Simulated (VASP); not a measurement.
# WC (P-6m2) in VASP: density of states with PBEsol

Aim: the density of states of WC with PBEsol.

Everything below comes from runs of VASP 6.6.1. Logs are shortened: lines on timing, memory, paths and dates and some standing lists are left out, and cuts for length are marked.

## 1. The structure

Symmetry: P-6m2, No. 187, hexagonal system. The conventional cell has a = 2.945 Å, b = 2.945 Å, c = 2.875 Å, α = 90.00°, β = 90.00°, γ = 120.00°. W (site symmetry -6m2) has 6 C at 2.23 Å as nearest neighbours. C (site symmetry -6m2) has 6 W at 2.23 Å as nearest neighbours.

## 2. Density of states, PBEsol

Contents of POSCAR:

```
WC
1.0
    2.9454201100      0.0000000000      0.0000000000
   -1.4727100600      2.5508108400      0.0000000000
    0.0000000000      0.0000000000      2.8751047800
W C
1 1
Direct
    0.0000000000      0.0000000000      0.0000000000
    0.6666700000      0.3333300000      0.5000000000
```

Contents of INCAR.step1:

```
SYSTEM = WC
PREC = Accurate
ENCUT = 520
EDIFF = 1E-6
ISMEAR = -5
SIGMA = 0.1
LREAL = .False.
LASPH = .True.
NELM = 100
ALGO = Normal
ISIF = 2
LWAVE = .False.
LCHARG = .True.
LMAXMIX = 4
GGA = PS
NBANDS = 16
```

Contents of KPOINTS.step1:

```
Automatic mesh
0
Gamma
  10 10 9
  0 0 0
```

Contents of INCAR.step2:

```
SYSTEM = WC
PREC = Accurate
ENCUT = 520
EDIFF = 1E-6
ISMEAR = -5
SIGMA = 0.1
LREAL = .False.
LASPH = .True.
NELM = 100
ALGO = Normal
ISIF = 2
LWAVE = .False.
LCHARG = .False.
LMAXMIX = 4
GGA = PS
LORBIT = 10
NBANDS = 16
NEDOS = 1001
ICHARG = 11
```

Contents of KPOINTS.step2:

```
Automatic mesh
0
Gamma
  15 15 14
  0 0 0
```

Potentials or basis: VASP PAW PBE potentials, release 64 (W_sv, C).

On the command line:

```
$ cat potpaw_PBE.64/W_sv/POTCAR potpaw_PBE.64/C/POTCAR > POTCAR
$ cp INCAR.step1 INCAR
$ cp KPOINTS.step1 KPOINTS
$ mpirun -np 1 vasp_std > vasp.out
$ cp INCAR.step2 INCAR
$ cp KPOINTS.step2 KPOINTS
$ mpirun -np 1 vasp_std > vasp.out
```

OUTCAR:

```text
SYSTEM = WC
   PREC = Accurate
   ENCUT = 520
   EDIFF = 1E-6
   ISMEAR = -5
   LREAL = .False.
   LASPH = .True.
   NELM = 100
   ISIF = 2
   GGA = PS
   LORBIT = 10
   ICHARG = 11

 ion  position               nearest neighbor table
   1  0.000  0.000  0.000-   2 2.23   2 2.23   2 2.23   2 2.23   2 2.23   2 2.23
   2  0.667  0.333  0.500-   1 2.23   1 2.23   1 2.23   1 2.23   1 2.23   1 2.23

  LATTYP: Found a hexagonal cell.
 ALAT       =     2.9454201100
 C/A-ratio  =     0.9761272323

  Lattice vectors:

 A1 = (   2.9454201100,   0.0000000000,   0.0000000000)
 A2 = (  -1.4727100600,   2.5508108400,   0.0000000000)
 A3 = (   0.0000000000,   0.0000000000,   2.8751047800)

Analysis of symmetry for initial positions (statically):
=====================================================================
 Subroutine PRICEL returns:
 Original cell was already a primitive cell.

 Routine SETGRP: Setting up the symmetry group for a
 hexagonal supercell.

 Subroutine GETGRP returns: Found  4 space group operations
 (whereof  4 operations were pure point group operations)
 out of a pool of 24 trial point group operations.

The static configuration has the point symmetry C_2v.

Analysis of symmetry for dynamics (positions and initial velocities):
=====================================================================
 Subroutine PRICEL returns:
 Original cell was already a primitive cell.

 Routine SETGRP: Setting up the symmetry group for a
 hexagonal supercell.

 Subroutine GETGRP returns: Found  4 space group operations
 (whereof  4 operations were pure point group operations)
 out of a pool of 24 trial point group operations.

The dynamic configuration has the point symmetry C_2v.

 Subroutine INISYM returns: Found  4 space group operations
 (whereof  4 operations are pure point group operations),
 and found     1 'primitive' translations

----------------------------------------------------------------------------------------

                                     Primitive cell

  volume of cell :      21.6013

  direct lattice vectors                    reciprocal lattice vectors
     2.945420110  0.000000000  0.000000000     0.339510142  0.196016104  0.000000000
    -1.472710060  2.550810840  0.000000000     0.000000000  0.392032206  0.000000000
     0.000000000  0.000000000  2.875104780     0.000000000  0.000000000  0.347813411

  length of vectors
     2.945420110  2.945422018  2.875104780     0.392032460  0.392032206  0.347813411
[... 91 lines left out ...]
   POTIM  = 0.5000    time-step for ionic-motion
   TEBEG  =    0.0;   TEEND  =   0.0 temperature during run
   PSTRESS=    0.0 pullay stress
   NELECT =      18.0000    total number of electrons
   NUPDOWN=      -1.0000    fix difference up-down
   EMIN   =  10.00;   EMAX   =-10.00  energy-range for DOS
   EFERMI =   0.00;   METHOD = LEGACY
   ISMEAR =    -5;   SIGMA  =   0.10  broadening in eV -4-tet -1-fermi 0-gaus
   EFERMI_NEDOS =   21; number of points for ismear=-14 and -15
   IALGO  =     38    algorithm
   IMIX   =      4    mixing-type and parameters
     AMIX     =   0.40;   BMIX     =  1.00
     AMIX_MAG =   1.60;   BMIX_MAG =  1.00
  volume/ion in A,a.u.               =      10.80        72.89
  Fermi-wavevector in a.u.,A,eV,Ry     =   1.540539  2.911196 32.290155  2.373259
  Thomas-Fermi vector in A             =   2.646612
   LORBIT       =     10    0 simple, 1 ext, 2 COOP (PROOUT), +10 PAW based schemes
   GGA     = PS    functional components
   LHFCALC =     F    Hartree Fock is set to
   AEXX    =    0.0000 exact exchange contribution
   IVDW    =     0    specifies the selected vdW correction
   LEPSILON=     F    determine dielectric tensor
   LRPA    =     F    only Hartree local field effects (RPA)
 non-spin polarized calculation
 Fermi weights with tetrahedron method with Bloechl corrections
  energy-cutoff  :      520.00
  volume of cell :       21.60
 maximum number of plane-waves:       605
 NGX is ok and might be reduce to    24

 number of electron      18.0000000 magnetization

 Free energy of the ion-electron system (eV)
  ---------------------------------------------------
  ext. energy  EPLUGINS =         0.00000000
  ---------------------------------------------------
  free energy    TOTEN  =       -23.84765877 eV

  energy without entropy =      -23.84765877  energy(sigma->0) =      -23.84765877

 E-fermi :  10.3183     XC(G=0): -13.7082

 val. band max:       10.4290513044   @ k =   0.4000   0.2000   0.0000
 cond. band min:      10.3364116884   @ k =  -0.0667   0.1333   0.3571
 fundamental gap:     -0.0926396160
 Fermi energy:        10.3183450039

 k-point     1 :       0.0000    0.0000    0.0000
  band No.  band energies     occupation
      1     -63.6679      2.00000
      2     -27.6511      2.00000
      3     -27.5615      2.00000
      4     -27.5615      2.00000
      5      -3.7504      2.00000
      6       6.2575      2.00000
[... 433 lines left out ...]
      3     -27.6860      2.00000
      4     -27.5868      2.00000
      5      -1.7922      2.00000
      6       4.5696      2.00000
[... 8 lines left out ...]
     15      24.6520      0.00000
     16      27.0645      0.00000

 [... further k-points ...]

------------------------ aborting loop because EDIFF is reached ----------------------------------------

  FORCE on cell =-STRESS in cart. coord.  units (eV):
  Direction    XX          YY          ZZ          XY          YZ          ZX
  --------------------------------------------------------------------------------------
  -------------------------------------------------------------------------------------
  Total       -2.1230742     -2.1239856     -2.5184370     -0.0007861      0.0000000      0.0000000
  in kB     -157.4695501   -157.5371439   -186.7938153     -0.0583024      0.0000000      0.0000000
  external PRESSURE =    -167.2668364 kB  Pullay stress =       0.0000000 kB

 VOLUME and BASIS-vectors are now :
 -----------------------------------------------------------------------------
  energy-cutoff  :      520.00
  volume of cell :       21.60
      direct lattice vectors                 reciprocal lattice vectors
     2.945420110  0.000000000  0.000000000     0.339510142  0.196016104  0.000000000
    -1.472710060  2.550810840  0.000000000     0.000000000  0.392032206  0.000000000
     0.000000000  0.000000000  2.875104780     0.000000000  0.000000000  0.347813411

 POSITION                                       TOTAL-FORCE (eV/Angst)
 -----------------------------------------------------------------------------------
      0.00000      0.00000      0.00000        -0.000477      0.000275      0.000000
      1.47272      0.85026      1.43755         0.000477     -0.000275      0.000000
 -----------------------------------------------------------------------------------
    total drift:                                0.000088     -0.000044      0.000000

  FREE ENERGIE OF THE ION-ELECTRON SYSTEM (eV)
  ---------------------------------------------------
  free  energy   TOTEN  =       -23.8476587701 eV

  energy  without entropy=      -23.8476587701  energy(sigma->0) =      -23.84765877

 total charge

# of ion       s       p       d       tot
------------------------------------------
    1        2.341   6.397   3.353  12.091
    2        0.843   1.529   0.000   2.372
--------------------------------------------------
tot          3.184   7.926   3.353  14.462
```

OUTCAR.step1:

```text
SYSTEM = WC
   PREC = Accurate
   ENCUT = 520
   EDIFF = 1E-6
   ISMEAR = -5
   LREAL = .False.
[... 683 lines left out ...]
      0.00000      0.00000      0.00000         0.004691     -0.002708      0.000000
      1.47272      0.85026      1.43755        -0.004691      0.002708      0.000000
 -----------------------------------------------------------------------------------
    total drift:                               -0.000597      0.000352      0.000000

  FREE ENERGIE OF THE ION-ELECTRON SYSTEM (eV)
  ---------------------------------------------------
  free  energy   TOTEN  =       -23.8483323185 eV

  energy  without entropy=      -23.8483323185  energy(sigma->0) =      -23.84833232
```

OSZICAR.step1:

```text
N       E                     dE             d eps       ncg     rms          rms(c)
DAV:   1     0.110188338587E+03    0.11019E+03   -0.93430E+03  4968   0.124E+03
DAV:   2    -0.234084938814E+02   -0.13360E+03   -0.12948E+03  5936   0.338E+02
DAV:   3    -0.267549640071E+02   -0.33465E+01   -0.33358E+01  5408   0.505E+01
DAV:   4    -0.267729242757E+02   -0.17960E-01   -0.17962E-01  6608   0.419E+00
DAV:   5    -0.267730630995E+02   -0.13882E-03   -0.13883E-03  5384   0.349E-01    0.306E+01
DAV:   6    -0.239709808729E+02    0.28021E+01   -0.55175E+00  6128   0.250E+01    0.792E+00
DAV:   7    -0.238833704428E+02    0.87610E-01   -0.41391E-01  5272   0.492E+00    0.575E+00
DAV:   8    -0.238493519605E+02    0.34018E-01   -0.81275E-02  5464   0.232E+00    0.858E-01
DAV:   9    -0.238485297454E+02    0.82222E-03   -0.31323E-03  5352   0.454E-01    0.153E-01
DAV:  10    -0.238483197360E+02    0.21001E-03   -0.30392E-04  6400   0.204E-01    0.441E-02
DAV:  11    -0.238483313188E+02   -0.11583E-04   -0.10316E-05  5336   0.305E-02    0.119E-02
DAV:  12    -0.238483323185E+02   -0.99965E-06   -0.17804E-06  3424   0.842E-03
   1 F= -.23848332E+02 E0= -.23848332E+02  d E =0.000000E+00
```

Wall time 40 s (1 thread of Intel Xeon 6975P-C (Granite Rapids), shared host); peak memory 0.28 GiB.

What came out:

* Valence electrons inside the program's atomic spheres: W 12.09; C 2.37

States per cell in windows of 1 eV (zero at the Fermi level; states under -8 eV left out):
```
from (eV)  total  W1_d  C2_p  W1_p  W1_s  C2_s  C2_d
     -8.0   0.06  0.01  0.01  0.00  0.01  0.00  0.00
     -7.0   1.06  0.29  0.20  0.04  0.09  0.02  0.00
     -6.0   0.84  0.27  0.17  0.04  0.04  0.02  0.00
     -5.0   0.93  0.33  0.19  0.04  0.02  0.01  0.00
     -4.0   1.61  0.63  0.34  0.08  0.03  0.02  0.00
     -3.0   1.49  0.58  0.36  0.08  0.01  0.00  0.00
     -2.0   1.16  0.61  0.15  0.05  0.02  0.00  0.00
     -1.0   0.89  0.45  0.10  0.06  0.01  0.00  0.00
      0.0   0.22  0.17  0.01  0.00  0.00  0.00  0.00
      1.0   0.59  0.46  0.02  0.01  0.00  0.00  0.00
      2.0   0.79  0.58  0.05  0.01  0.01  0.01  0.00
      3.0   1.29  0.81  0.16  0.02  0.02  0.03  0.00
      4.0   1.51  1.08  0.14  0.02  0.02  0.04  0.00
      5.0   1.51  0.84  0.23  0.03  0.03  0.11  0.00
      6.0   1.11  0.54  0.23  0.03  0.04  0.05  0.00
      7.0   0.71  0.32  0.19  0.02  0.02  0.02  0.00
```

Caveat: the PAW data sets were made with another functional, which shifts forces and pressure a little; tetrahedron occupations give inexact forces and stress in metals.
